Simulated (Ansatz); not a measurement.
Hf: from a first guess to the relaxed sc type

First guess:

```yaml
crystal:
  lattice:
    - [3.04756, 0.00000, 0.00000]
    - [0.00000, 3.04756, 0.00000]
    - [0.00000, 0.00000, 3.04756]
  atoms:
    - { symbol: Hf, position: [0.00000, 0.00000, 0.00000] }
```

Level of theory: Ansatz 0.2.0, DFT, PBE, PAW with Ansatz's default frozen-core files, scalar-relativistic.

Cell and atoms relax within the symmetry of the start on a 12×12×12 k mesh with 0.03 eV Fermi–Dirac smearing.

The start is built from a prototype, known or not as a phase of this compound; the cutoff is 420 eV.

No spin–orbit coupling, which matters for the heavy atoms here.

(1) What is the pressure of the first guess?

(2) What does it relax to?

(3) How much energy does the relaxation release?

Answers

(1) -7.86 GPa.

(2) a = 2.920 Å, b = 2.920 Å, c = 2.920 Å, α = 90.00°, β = 90.00°, γ = 90.00° (conventional cell), 24.91 Å³ per atom:
```cif
data_structure
_symmetry_space_group_name_H-M 'Pm-3m'
_symmetry_Int_Tables_number 221
_cell_length_a 2.9204
_cell_length_b 2.9204
_cell_length_c 2.9204
_cell_angle_alpha 90.000
_cell_angle_beta 90.000
_cell_angle_gamma 90.000
_cell_volume 24.91
loop_
_atom_site_label
_atom_site_type_symbol
_atom_site_symmetry_multiplicity
_atom_site_Wyckoff_symbol
_atom_site_fract_x
_atom_site_fract_y
_atom_site_fract_z
_atom_site_occupancy
Hf1 Hf 1 a 0.00000 0.00000 0.00000 1
```

(3) 92 meV/atom.
